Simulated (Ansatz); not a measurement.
Start from CoPt (space group P4/mmm, No. 123; a = 2.695 Å, c = 3.724 Å; ferromagnetic).

Calculations: PBE (Ansatz, a quantum-chemistry and plane-wave program; PAW; 420 eV plane waves; spin-orbit coupling left out).

One change was made to it. Results:

The lattice parameter a drops by 0.016 Å (2.695 Å → 2.679 Å); the band gap is still zero; the largest site moment stays essentially unchanged (1.94 μB against 1.91 μB).

Question: Which change produced these results?
(A) pressure 15 GPa
(B) pressure 0.9 GPa
(C) pressure 4.5 GPa
(D) pressure 9 GPa

Answer: C, pressure 4.5 GPa. For comparison, the lattice parameter a in the other runs: pressure 15 GPa gives 2.648 Å; pressure 0.9 GPa gives 2.691 Å; pressure 9 GPa gives 2.665 Å.

The magnetic state is the one reached from the starting moments; the real material's order can differ, and small cells can't hold many antiferromagnetic ones. Load acts through the strain it causes; cell and atoms are relaxed under it. Stability against distortions was not tested. No other phases were tried under pressure.
